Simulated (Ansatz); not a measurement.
**Question.** InN in space group P6_3mc (No. 186; Pearson symbol hP12) is relaxed with HSE06 (plane waves, PAW; program Ansatz). What lattice parameters of the conventional cell result?

**Answer.** a = 3.528 Å, c = 17.216 Å.

**Question.** Give the free coordinates with the occupied sites.

**Answer.** In one choice of origin and axes:

```csv
atom,site,symmetry,x,y,z
In,2a,3m.,0.0000,0.0000,0.4998
In,2b,3m.,0.3333,0.6667,0.3336
In,2b,3m.,0.6667,0.3333,0.1666
N,2a,3m.,0.0000,0.0000,0.3746
N,2b,3m.,0.3333,0.6667,0.2080
N,2b,3m.,0.6667,0.3333,0.0411
```

**Question.** Is it a metal or does it have a gap at this level?

**Answer.** A gap of 0.57 eV, direct.

The cell is a constructed one: a structure type filled with these elements. Its sites differ from those of the usual phase in this space group: another stacking or structure type. Symmetry was held in the HSE06 relaxation; whether a distortion lowers the energy is not shown. The hybrid was solved on a coarse mesh, the path and, where they were found, the r²SCAN edge points; its band edges are the extreme levels among these. Scalar-relativistic: spin–orbit coupling is off unless named, which matters more the heavier the elements.

Potentials: the later of the program's two PAW sets.
